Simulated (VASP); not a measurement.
Crystal: CuAu.

```xyz
2
Lattice="2.8107 0.0000 0.0000 0.0000 2.8107 0.0000 0.0000 0.0000 3.6850" Properties=species:S:1:pos:R:3 pbc="T T T"
Au    0.0000    0.0000    0.0000
Cu    1.4054    1.4054    1.8425
```

| Item | Value |
| --- | --- |
| Program | VASP 6.6.1 |
| Task | relaxation of cell and atoms |
| Functional | PBE |
| Dispersion | D3(BJ) |
| Potentials or basis | VASP PAW PBE potentials, release 64 (Au, Cu) |
| Cutoff | 600 eV |
| k mesh | 8 × 8 × 6 |
| Occupations | fermi-dirac, width 0.05 eV |
| Spin | no spin polarisation |

At the start: pressure -5.0 GPa; volume 14.56 Å³/atom.

How do energy, volume and symmetry change on relaxing?

Over 17 steps the energy falls by 6.9 meV/atom and the volume is 14.37 Å³/atom (-1.3 %); space group P4/mmm (No. 123, to 0.05 Å).

The path:
```csv
step,energy change (eV),largest force (eV/Å),pressure (GPa),volume (Å³)
1,0.0000,0.0000,-4.95,29.11
2,0.0398,0.0000,9.97,27.26
3,-0.0025,0.0000,0.80,28.64
4,-0.0026,0.0000,0.46,28.68
5,-0.0026,0.0000,0.31,28.70
6,-0.0054,0.0000,0.47,28.70
7,-0.0105,0.0000,0.24,28.68
8,-0.0114,0.0000,0.72,28.66
9,-0.0116,0.0000,0.60,28.65
10,-0.0120,0.0000,0.42,28.62
11,-0.0137,0.0000,0.83,28.55
12,-0.0058,0.0000,-3.41,29.36
13,-0.0140,0.0000,2.04,28.67
14,-0.0128,0.0000,-1.29,28.92
15,-0.0135,0.0000,-0.24,28.82
16,-0.0136,0.0000,-0.72,28.80
17,-0.0139,0.0000,-0.10,28.74
```

Final structure:
```
Au Cu
1.0
     2.91284    0.00000    0.00000
     0.00000    2.91284    0.00000
     0.00000    0.00000    3.38693
Au Cu
1 1
Cartesian
  0.0000 0.0000 0.0000
  1.4564 1.4564 1.6935
```

Caveat: pairwise dispersion overbinds metals, which lowers pressure and volume.
